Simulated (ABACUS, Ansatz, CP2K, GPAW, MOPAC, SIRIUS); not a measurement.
# Cost and result for the bulk modulus of CdS

The structure is cubic, space group F-43m (No. 216). The conventional cell has a = 5.833 Å, b = 5.833 Å, c = 5.833 Å, α = 90.00°, β = 90.00°, γ = 90.00°. Cd (site symmetry -43m) is surrounded by 4 S at 2.53 Å. Around S (site symmetry -43m) lie 4 Cd at 2.53 Å.

```tsv
rung	level	program and potentials	cutoff (eV)	k mesh	smearing	core time	chip	bulk modulus (GPa)	notes
GGA	PBE	Ansatz, Ansatz PAW (earlier soft set)	420	8 × 8 × 8	fermi-dirac 0.05	11 s	Intel Xeon	53.4	-
tight binding or semi-empirical	PM7	MOPAC, the method's own minimal valence basis	-	1 × 1 × 1	none	33 s	Arm Neoverse V1	119.2	coarse mesh; Γ point of a 3 × 3 × 3 supercell
LDA	LDA	GPAW, the program's PAW data sets (release 1.2.1) made for this functional	600	6 × 6 × 6	fermi-dirac 0.05	46 s	Arm Neoverse V2	68.5	-
GGA	PBE	GPAW, GPAW PAW data sets (gpaw-data 1.2.1)	600	6 × 6 × 6	fermi-dirac 0.05	51 s	Arm Neoverse V2	54.0	-
GGA + dispersion	PBEsol+D3(zero damping)	GPAW, PAW data sets generated for this functional	600	6 × 6 × 6	fermi-dirac 0.05	51 s	Arm Neoverse V2	68.3	-
GGA + dispersion	PBEsol+D4	GPAW, PAW data sets generated for this functional	600	6 × 6 × 6	fermi-dirac 0.05	53 s	Arm Neoverse V2	65.4	-
GGA + dispersion	BLYP+D3(BJ)	GPAW, PAW data sets generated for this functional	600	6 × 6 × 6	fermi-dirac 0.05	64 s	Arm Neoverse V1	58.2	-
GGA	PBEsol	GPAW, PAW data sets generated for this functional	600	6 × 6 × 6	fermi-dirac 0.05	66 s	Arm Neoverse V1	62.1	-
GGA + dispersion	PBE+D3(BJ)	GPAW, GPAW PAW data sets (gpaw-data 1.2.1)	600	6 × 6 × 6	fermi-dirac 0.05	67 s	Arm Neoverse V1	59.6	-
GGA + dispersion	PBE+D4	GPAW, GPAW PAW data sets (gpaw-data 1.2.1)	600	6 × 6 × 6	fermi-dirac 0.05	68 s	Arm Neoverse V1	(a)	-
GGA	SOGGA	GPAW, PAW data sets generated for this functional	600	6 × 6 × 6	fermi-dirac 0.05	68 s	Arm Neoverse V1	62.6	-
GGA	PBE	Ansatz, all-electron LAPW, scalar-relativistic	-	8 × 8 × 8	fermi-dirac 0.05	88 s	Arm Neoverse V2	53.4	-
LDA	LDA	CP2K, GTH_POTENTIALS Cd GTH-PADE-q12, S GTH-PADE-q6; TZVP-MOLOPT-PBE-GTH basis	-	8 × 8 × 8	fermi-dirac 0.1	2.3 min	Intel Xeon Platinum 8488C Sapphire Rapids	67.9	atomic basis
GGA	PBEsol	ABACUS, SG15 ONCV 1.2 PBE, plane waves	1401	6 × 6 × 6	fermi-dirac 0.05	2.7 min	Intel Xeon Platinum 8488C Sapphire Rapids	(b)	potentials made for PBE; fit through 4 volumes
LDA	LDA	SIRIUS, all-electron FP-LAPW, apw+lo standard	-	8 × 8 × 8	fermi-dirac 0.05	9.4 min	Arm Neoverse N1	(c)	-
```

Times are single runs on shared hosts and different chips, so they are rough; meshes, cutoffs and the tasks' sizes weigh on the time. Task: equation of state. All rows: no spin polarisation. Smearing widths are in eV. The cell comes from a database and isn't always the measured one. Meshes differ between rows, which moves values too. Meshes are those of the run's cell of 2 atoms unless a note names another. Runs on faulty files, with rough fits or with known faults for this quantity aren't shown. No row holds spin-orbit coupling.

Task: Estimate the values left out from the other rows.

Result: (a) 59.7 GPa; (b) 61.3 GPa; (c) 67.0 GPa.
